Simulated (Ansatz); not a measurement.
# P, dhcp: how the functional moves the structure

All rows: Ansatz, plane waves with scalar-relativistic PAW, 420 eV (500 eV for the SCAN forms), relaxed under each functional, no dispersion correction, no zero-point motion. B₀ comes from uniform scaling at fixed shape; a dash is a value not given.

| functional | V (Å³/atom) | cell | B₀ (GPa) | magnetic state | ΔE to black phosphorus (meV/atom) |
| --- | --- | --- | --- | --- | --- |
| PBE | 14.72 | a = 2.631 Å, c = 9.823 Å (c/a = 3.734) | 91 | spin not included | 806 |
| r²SCAN | 14.91 | a = 2.610 Å, c = 10.106 Å (c/a = 3.872) | 89 | spin not included | 1039 |
| PBEsol | 14.09 | a = 2.606 Å, c = 9.581 Å (c/a = 3.676) | 105 | spin not included | 664 |
| LDA | 14.01 | a = 2.598 Å, c = 9.585 Å (c/a = 3.689) | 103 | spin not included | 677 |
| revPBE | 14.89 | a = 2.638 Å, c = 9.888 Å (c/a = 3.749) | 88 | spin not included | 877 |
| RPBE | 14.96 | a = 2.640 Å, c = 9.917 Å (c/a = 3.757) | 87 | spin not included | 904 |
| BLYP | 16.97 | a = 2.713 Å, c = 10.651 Å (c/a = 3.926) | 65 | spin not included | 1119 |

LDA gives the smallest volume and BLYP the largest.
